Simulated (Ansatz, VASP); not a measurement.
This is a calculation of MgO for Ansatz 0.2.0.

The input input.yaml:

```yaml
crystal:
  lattice:
    - [0.0, 2.0970013927, 2.0970013927]
    - [2.0970013927, 0.0, 2.0970013927]
    - [2.0970013927, 2.0970013927, 0.0]
  atoms:
    - { symbol: Mg, position: [0.0, 0.0, 0.0] }
    - { symbol: O, position: [0.5, 0.5, 0.5] }
hamiltonian:
  xc: { exchange: pbe, correlation: pbe, exx: { coeff: 0.25, omega: 0.3 } }
  pseudopotentials: { kind: paw }
kpoints:
  mp_grid: { grid: [6, 6, 6] }
scf:
  occupations: { method: fermi_dirac, width: 0.05 }
output:
  forces: true
  stress: true
relax:
  f_tol: 0.01
  max_steps: 40
  cell: { stress_tol: 0.05 }
```

Potentials or basis: Ansatz PAW.

The run is started by

```bash
$ ansatz run input.yaml --threads 2 --pin off --max-ram 5632MiB --backend cpu --events-out ev --progress --plain --runs-dir out
```

Problem. Translate it to VASP 6.6.1. Potentials there: VASP PAW PBE potentials, release 64 (Mg, O).

Solution. As run (the cutoff follows the program's own potentials):

The input POSCAR:

```
MgO
1.0
    0.0000000000      2.0970013927      2.0970013927
    2.0970013927      0.0000000000      2.0970013927
    2.0970013927      2.0970013927      0.0000000000
Mg O
1 1
Direct
    0.0000000000      0.0000000000      0.0000000000
    0.5000000000      0.5000000000      0.5000000000
```

Contents of INCAR.step1:

```
SYSTEM = MgO
ALGO = Normal ; EDIFF = 1E-5
ENCUT = 600 ; GGA = PE
ISMEAR = -1 ; LASPH = .True.
LCHARG = .False. ; LREAL = .False.
LWAVE = .True. ; NELM = 100
PREC = Accurate ; SIGMA = 0.05
```

INCAR.step2

```
SYSTEM = MgO
ALGO = Normal ; EDIFF = 1E-6
EDIFFG = -0.02 ; ENCUT = 600
GGA = PE ; HFSCREEN = 0.3
IBRION = 2 ; ISIF = 3
ISMEAR = -1 ; ISTART = 1
LASPH = .True. ; LCHARG = .False.
LHFCALC = .True. ; LREAL = .False.
LWAVE = .False. ; NELM = 100
NSW = 60 ; PREC = Accurate
PRECFOCK = Normal ; SIGMA = 0.05
```

Contents of KPOINTS:

```
k-points
0
Gamma
  6 6 6
  0 0 0
```

Potentials or basis: VASP PAW PBE potentials, release 64 (Mg, O).

Command:

```bash
$ cat potpaw_PBE.64/Mg/POTCAR potpaw_PBE.64/O/POTCAR > POTCAR
$ cp INCAR.step1 INCAR
$ mpirun -np 1 vasp_std > vasp.out
$ cp INCAR.step2 INCAR
$ mpirun -np 1 vasp_std > vasp.out
```

Both were run:

|  | VASP | Ansatz | Ansatz less VASP |
| --- | --- | --- | --- |
| gap on the k mesh at the Fermi level, each at its own relaxed structure (eV) | 6.28 | 6.31 | +0.024 |
| relaxed volume (Å³/atom) | 9.26 | 9.28 | +0.017 |
| relaxed cell length with the largest relative difference (Å) | 2.970 | 2.972 | +0.0018 |

The two sets of potentials don't hold the same shells in valence.

Caveats: the k mesh is coarse (spacing up to 0.43 Å⁻¹), so the values aren't converged, least of all with exact exchange; the PAW data sets were made with another functional, which shifts forces and pressure a little (VASP); the plane-wave basis is chosen anew once the cell has moved, so the energies of steps on either side of that aren't comparable (Ansatz); the pressure holds a Pulay correction of +0.4 GPa for the finite cutoff (Ansatz); the PAW data sets come from PBE, with cores solved anew for the run's functional, which leaves a small shift of forces and pressure (Ansatz).
